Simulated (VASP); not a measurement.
# PbSe (Fm-3m) in VASP: settings compared

PbSe is run at these levels: PBEsol, HSE06; tasks: single point.

Everything below comes from runs of VASP 6.6.1. Logs are shortened: lines on timing, memory, paths and dates and some standing lists are left out, and cuts for length are marked.

**What was measured.**

From a printed reference work, monograph, for a bulk crystal of PbSe at 300 K: band gap 0.28 eV (direct).

The results are compared with them further down.

**1. The cell of the first run**

Symmetry: Fm-3m, No. 225, cubic system. The conventional cell has a = 6.139 Å, b = 6.139 Å, c = 6.139 Å, α = 90.00°, β = 90.00°, γ = 90.00°. Pb (site symmetry m-3m) has 6 Se at 3.07 Å within 4.0 Å. Se (site symmetry m-3m) has 6 Pb at 3.07 Å within 4.0 Å.

**2. Single point, PBEsol**

INCAR

```
SYSTEM = PbSe
ALGO = Normal ; EDIFF = 1E-6
ENCUT = 520 ; GGA = PS
ISIF = 2 ; ISMEAR = 0
LASPH = .True. ; LCHARG = .True.
LELF = .True. ; LREAL = .False.
LVHAR = .True. ; LWAVE = .False.
NBANDS = 17 ; NELM = 80
PREC = Accurate ; SIGMA = 0.01
```

KPOINTS

```
k-points
0
Gamma
  6 6 6
  0 0 0
```

POSCAR

```
PbSe
1.0
    0.0000000000      3.0696893639      3.0696893639
    3.0696893639      0.0000000000      3.0696893639
    3.0696893639      3.0696893639      0.0000000000
Pb Se
1 1
Direct
    0.0000000000      0.0000000000      0.0000000000
    0.5000000000      0.5000000000      0.5000000000
```

Potentials or basis: VASP PAW PBE potentials, release 64 (Pb_d, Se).

On the command line:

```bash
$ cat potpaw_PBE.64/Pb_d/POTCAR potpaw_PBE.64/Se/POTCAR > POTCAR
$ mpirun -np 1 vasp_std > vasp.out
```

OUTCAR:

```text
SYSTEM = PbSe
   EDIFF = 1E-6
   ENCUT = 520
   GGA = PS
   ISIF = 2
   ISMEAR = 0
   LASPH = .True.
   LREAL = .False.
   NELM = 80
   PREC = Accurate

 ion  position               nearest neighbor table
   1  0.000  0.000  0.000-   2 3.07   2 3.07   2 3.07   2 3.07   2 3.07   2 3.07
   2  0.500  0.500  0.500-   1 3.07   1 3.07   1 3.07   1 3.07   1 3.07   1 3.07

  LATTYP: Found a face centered cubic cell.
 ALAT       =     6.1393787278

  Lattice vectors:

 A1 = (   0.0000000000,   3.0696893639,   3.0696893639)
 A2 = (   3.0696893639,   0.0000000000,   3.0696893639)
 A3 = (   3.0696893639,   3.0696893639,   0.0000000000)

Analysis of symmetry for initial positions (statically):
=====================================================================
 Subroutine PRICEL returns:
 Original cell was already a primitive cell.

 Routine SETGRP: Setting up the symmetry group for a
 face centered cubic supercell.

 Subroutine GETGRP returns: Found 48 space group operations
 (whereof 48 operations were pure point group operations)
 out of a pool of 48 trial point group operations.

The static configuration has the point symmetry O_h .

Analysis of symmetry for dynamics (positions and initial velocities):
=====================================================================
 Subroutine PRICEL returns:
 Original cell was already a primitive cell.

 Routine SETGRP: Setting up the symmetry group for a
 face centered cubic supercell.

 Subroutine GETGRP returns: Found 48 space group operations
 (whereof 48 operations were pure point group operations)
 out of a pool of 48 trial point group operations.

The dynamic configuration has the point symmetry O_h .

 Subroutine INISYM returns: Found 48 space group operations
 (whereof 48 operations are pure point group operations),
 and found     1 'primitive' translations

----------------------------------------------------------------------------------------

                                     Primitive cell

  volume of cell :      57.8513

  direct lattice vectors                    reciprocal lattice vectors
     0.000000000  3.069689364  3.069689364    -0.162882931  0.162882931  0.162882931
     3.069689364  0.000000000  3.069689364     0.162882931 -0.162882931  0.162882931
     3.069689364  3.069689364  0.000000000     0.162882931  0.162882931 -0.162882931

  length of vectors
     4.341196331  4.341196331  4.341196331     0.282121512  0.282121512  0.282121512

  position of ions in fractional coordinates (direct lattice)
     0.000000000  0.000000000  0.000000000
     0.500000000  0.500000000  0.500000000

  ion indices of the primitive-cell ions
   primitive index   ion index
                 1           1
                 2           2

----------------------------------------------------------------------------------------

 KPOINTS: k-points

Automatic generation of k-mesh.
 Grid dimensions read from file:
 generate k-points for:    6    6    6

 Generating k-lattice:

  Cartesian coordinates                     Fractional coordinates (reciprocal lattice)
    -0.027147155  0.027147155  0.027147155     0.166666667  0.000000000  0.000000000
     0.027147155 -0.027147155  0.027147155     0.000000000  0.166666667  0.000000000
     0.027147155  0.027147155 -0.027147155     0.000000000  0.000000000  0.166666667

  Length of vectors
     0.047020252  0.047020252  0.047020252

  Shift w.r.t. Gamma in fractional coordinates (k-lattice)
     0.000000000  0.000000000  0.000000000

 Subroutine IBZKPT returns following result:
 ===========================================

 Found     16 irreducible k-points:

 Following reciprocal coordinates:
            Coordinates               Weight
  0.000000  0.000000  0.000000      1.000000
  0.166667  0.000000  0.000000      8.000000
  0.333333  0.000000  0.000000      8.000000
  0.500000  0.000000  0.000000      4.000000
  0.166667  0.166667  0.000000      6.000000
  0.333333  0.166667  0.000000     24.000000
[... 8 lines left out ...]
 -0.333333  0.333333  0.166667     24.000000
 -0.333333  0.500000  0.166667     12.000000
   k-points           NKPTS =     16   k-points in BZ     NKDIM =     16   number of bands    NBANDS=     17
   number of dos      NEDOS =    301   number of ions     NIONS =      2
   total plane-waves  NPLWV =  32768
   dimension x,y,z NGX =    32 NGY =   32 NGZ =   32
   dimension x,y,z NGXF=    64 NGYF=   64 NGZF=   64
   ions per type =               1   1
   NGX,Y,Z   is equivalent  to a cutoff of  12.25, 12.25, 12.25 a.u.
   NGXF,Y,Z  is equivalent  to a cutoff of  24.51, 24.51, 24.51 a.u.
 SYSTEM =  PbSe
   PREC   = accura    normal or accurate (medium, high low for compatibility)
   ISTART =      0    job   : 0-new  1-cont  2-samecut
   ICHARG =      2    charge: 1-file 2-atom 10-const
   ISPIN  =      1    spin polarized calculation?
   LNONCOLLINEAR =      F non collinear calculations
   LSORBIT =      F    spin-orbit coupling
   LASPH  =      T    aspherical Exc in radial PAW
   ENCUT  =  520.0 eV  38.22 Ry    6.18 a.u.   8.07  8.07  8.07*2*pi/ulx,y,z
   NELM   =     80;   NELMIN=  2; NELMDL= -5     # of ELM steps
   EDIFF  = 0.1E-05   stopping-criterion for ELM
   LREAL  =      F    real-space projection
   EDIFFG = 0.1E-04   stopping-criterion for IOM
   NSW    =      0    number of steps for IOM
   IBRION =     -1    ionic relax: 0-MD 1-quasi-New 2-CG
   NFREE  =      0    steps in history (QN), initial steepest desc. (CG)
   ISIF   =      2    stress and relaxation
   ISYM   =      2    0-nonsym 1-usesym 2-fastsym
   POTIM  = 0.5000    time-step for ionic-motion
   TEBEG  =    0.0;   TEEND  =   0.0 temperature during run
   PSTRESS=    0.0 pullay stress
   NELECT =      20.0000    total number of electrons
   NUPDOWN=      -1.0000    fix difference up-down
   EMIN   =  10.00;   EMAX   =-10.00  energy-range for DOS
   EFERMI =   0.00;   METHOD = LEGACY
   ISMEAR =     0;   SIGMA  =   0.01  broadening in eV -4-tet -1-fermi 0-gaus
   EFERMI_NEDOS =   21; number of points for ismear=-14 and -15
   IALGO  =     38    algorithm
   IMIX   =      4    mixing-type and parameters
     AMIX     =   0.40;   BMIX     =  1.00
     AMIX_MAG =   1.60;   BMIX_MAG =  1.00
  volume/ion in A,a.u.               =      28.93       195.20
  Fermi-wavevector in a.u.,A,eV,Ry     =   1.148983  2.171264 17.961904  1.320163
  Thomas-Fermi vector in A             =   2.285655
   LORBIT       =      0    0 simple, 1 ext, 2 COOP (PROOUT), +10 PAW based schemes
   GGA     = PS    functional components
   LHFCALC =     F    Hartree Fock is set to
   AEXX    =    0.0000 exact exchange contribution
   IVDW    =     0    specifies the selected vdW correction
   LEPSILON=     F    determine dielectric tensor
   LRPA    =     F    only Hartree local field effects (RPA)
 non-spin polarized calculation
 Gauss-broadening in eV      SIGMA  =   0.01
  energy-cutoff  :      520.00
  volume of cell :       57.85
 maximum number of plane-waves:      1588
   NGX = 17   NGY = 17   NGZ = 17

 number of electron      19.9999997 magnetization

 Free energy of the ion-electron system (eV)
  ---------------------------------------------------
  ext. energy  EPLUGINS =         0.00000000
  ---------------------------------------------------
  free energy    TOTEN  =        -8.91810252 eV

  energy without entropy =       -8.91810252  energy(sigma->0) =       -8.91810252

 E-fermi :   4.8877     XC(G=0):  -9.6797

 val. band max:        4.7910542834   @ k =   0.5000   0.0000   0.0000
 cond. band min:       5.0247256391   @ k =   0.5000   0.0000   0.0000
 fundamental gap:      0.2336713557
 Fermi energy:         4.8877126423

 k-point     1 :       0.0000    0.0000    0.0000
  band No.  band energies     occupation
      1     -11.9290      2.00000
      2     -11.9290      2.00000
      3     -11.9290      2.00000
      4     -11.9270      2.00000
      5     -11.9270      2.00000
      6      -8.7331      2.00000
[... 9 lines left out ...]
     16      11.2681      0.00000
     17      12.8296      0.00000

 k-point     2 :       0.1667    0.0000    0.0000
  band No.  band energies     occupation
      1     -11.9334      2.00000
      2     -11.9334      2.00000
      3     -11.9281      2.00000
      4     -11.9205      2.00000
      5     -11.9205      2.00000
      6      -8.5279      2.00000
[... 9 lines left out ...]
     16      11.8454      0.00000
     17      14.5384      0.00000

 k-point     3 :       0.3333    0.0000    0.0000
  band No.  band energies     occupation
      1     -11.9453      2.00000
      2     -11.9453      2.00000
      3     -11.9267      2.00000
      4     -11.9042      2.00000
      5     -11.9042      2.00000
      6      -8.0192      2.00000
[... 9 lines left out ...]
     16      13.2996      0.00000
     17      16.4595      0.00000

 k-point     4 :       0.5000    0.0000    0.0000
  band No.  band energies     occupation
      1     -11.9512      2.00000
      2     -11.9512      2.00000
      3     -11.9261      2.00000
      4     -11.8961      2.00000
      5     -11.8961      2.00000
      6      -7.6781      2.00000
[... 9 lines left out ...]
     16      14.9312      0.00000
     17      14.9312      0.00000
[... 183 lines left out ...]
      1     -11.9911      2.00000
      2     -11.9299      2.00000
      3     -11.9294      2.00000
      4     -11.9014      2.00000
      5     -11.8968      2.00000
      6      -7.6287      2.00000
[... 9 lines left out ...]
     16      14.9845      0.00000
     17      15.3127      0.00000

 k-point    15 :      -0.3333    0.3333    0.1667
  band No.  band energies     occupation
      1     -12.0001      2.00000
      2     -11.9334      2.00000
      3     -11.9163      2.00000
      4     -11.9130      2.00000
      5     -11.8903      2.00000
      6      -7.3889      2.00000
[... 9 lines left out ...]
     16      16.1358      0.00000
     17      16.1423      0.00000

 k-point    16 :      -0.3333    0.5000    0.1667
  band No.  band energies     occupation
      1     -12.0276      2.00000
      2     -11.9322      2.00000
      3     -11.9212      2.00000
      4     -11.9010      2.00000
      5     -11.8847      2.00000
      6      -7.2932      2.00000
[... 9 lines left out ...]
     16      16.3896      0.00000
     17      17.4476      0.00000

------------------------ aborting loop because EDIFF is reached ----------------------------------------

  FORCE on cell =-STRESS in cart. coord.  units (eV):
  Direction    XX          YY          ZZ          XY          YZ          ZX
  --------------------------------------------------------------------------------------
  -------------------------------------------------------------------------------------
  Total       -0.3581169     -0.3581169     -0.3581169     -0.0000000      0.0000000     -0.0000000
  in kB       -9.9179533     -9.9179533     -9.9179533     -0.0000000      0.0000000     -0.0000000
  external PRESSURE =      -9.9179533 kB  Pullay stress =       0.0000000 kB

 VOLUME and BASIS-vectors are now :
 -----------------------------------------------------------------------------
  energy-cutoff  :      520.00
  volume of cell :       57.85
      direct lattice vectors                 reciprocal lattice vectors
     0.000000000  3.069689364  3.069689364    -0.162882931  0.162882931  0.162882931
     3.069689364  0.000000000  3.069689364     0.162882931 -0.162882931  0.162882931
     3.069689364  3.069689364  0.000000000     0.162882931  0.162882931 -0.162882931

 POSITION                                       TOTAL-FORCE (eV/Angst)
 -----------------------------------------------------------------------------------
      0.00000      0.00000      0.00000         0.000000     -0.000000     -0.000000
      3.06969      3.06969      3.06969        -0.000000      0.000000      0.000000
 -----------------------------------------------------------------------------------
    total drift:                                0.000000     -0.000000     -0.000000

  FREE ENERGIE OF THE ION-ELECTRON SYSTEM (eV)
  ---------------------------------------------------
  free  energy   TOTEN  =        -8.9181025234 eV

  energy  without entropy=       -8.9181025234  energy(sigma->0) =       -8.91810252
```

It took 14 s on 1 thread of Intel Xeon Platinum 8488C (Sapphire Rapids), shared host; peak memory 0.18 GiB.

Results:

| Property | Result |
| --- | --- |
| Free energy | -8.9181 eV |
| Pressure | -1.0 GPa |
| Band gap on the k mesh | 0.23 eV |

Levels at points of the mesh, in eV from the valence-band top:
```tsv
k point	band 7	band 8	band 9	band 10	band 11	band 12	band 13	band 14
(0.00, 0.00, 0.00)	-6.34	-1.82	-1.82	-1.82	4.67	4.67	4.67	6.48
(0.50, 0.00, 0.00)	-8.77	-1.42	-1.42	0.00	0.23	1.68	1.68	8.41
(0.50, 0.50, 0.00)	-7.38	-4.94	-3.18	-3.18	3.63	5.56	5.56	5.98
```

Caveat: the PAW data sets were made with another functional, which shifts forces and pressure a little; spin-orbit coupling is left out, which moves the levels of the heavy elements.

**3. Single point, HSE06**

POSCAR is that of step 2.

INCAR.step1

```
SYSTEM = PbSe
PREC = Accurate
ENCUT = 520
EDIFF = 1E-5
ISMEAR = 0
SIGMA = 0.01
LREAL = .FALSE.
LASPH = .TRUE.
NELM = 60
ALGO = Normal
ISIF = 2
LWAVE = .TRUE.
LCHARG = .FALSE.
GGA = PE
NBANDS = 17
```

INCAR.step2

```
SYSTEM = PbSe
PREC = Accurate
ENCUT = 520
EDIFF = 1E-6
ISMEAR = 0
SIGMA = 0.01
LREAL = .FALSE.
LASPH = .TRUE.
NELM = 60
ALGO = Normal
ISIF = 2
LWAVE = .FALSE.
LCHARG = .FALSE.
GGA = PE
LHFCALC = .TRUE.
HFSCREEN = 0.2079
PRECFOCK = Normal
ISTART = 1
NBANDS = 17
```

KPOINTS

```
Automatic mesh
0
G
  4 4 4
  0 0 0
```

Potentials or basis: VASP PAW PBE potentials, release 64 (Pb_d, Se).

On the command line:

```bash
$ cat potpaw_PBE.64/Pb_d/POTCAR potpaw_PBE.64/Se/POTCAR > POTCAR
$ cp INCAR.step1 INCAR
$ mpirun -np 1 vasp_std > vasp.out
$ cp INCAR.step2 INCAR
$ mpirun -np 1 vasp_std > vasp.out
```

Run time: 22 min. Hardware: 1 thread of Intel Xeon Platinum 8488C (Sapphire Rapids), shared host; peak memory 0.3 GiB.

It converged, with:

```yaml
Free_energy: -9.7250 eV
Pressure: 0.8 GPa
Band_gap_on_the_k_mesh: 0.74 eV
```

Levels at points of the mesh, in eV from the valence-band top:
```tsv
k point	band 6	band 7	band 8	band 9	band 10	band 11	band 12	band 13	band 14	band 15
(0.00, 0.00, 0.00)	-14.95	-6.65	-2.14	-2.14	-2.14	5.47	5.47	5.47	7.18	7.18
(0.50, 0.00, 0.00)	-13.79	-9.55	-1.73	-1.73	0.00	0.74	2.20	2.20	9.32	11.04
(0.50, 0.50, 0.00)	-13.39	-7.88	-5.51	-3.61	-3.61	4.20	6.43	6.43	6.90	12.20
```

Caveat: the k points lie up to 0.44 Å⁻¹ apart; the PAW data sets were made with another functional, which shifts forces and pressure a little; spin-orbit coupling is left out, which moves the levels of the heavy elements. A k mesh can miss the band edges.

**4. Comparison with measurements**

Step 2. A measured gap of PbSe is 0.28 eV (direct; 300 K; a printed reference work, monograph); the calculated 0.23 eV misses it by -0.05 eV. 2 values of this kind are on record (0.15 to 0.28 eV); this one was drawn at random. Spin-orbit coupling on Pb, Se is left out. The value is that of PBEsol on a finite k mesh, which can miss the band edges, without temperature or zero-point motion. Semilocal functionals fall short of measured gaps as a rule.
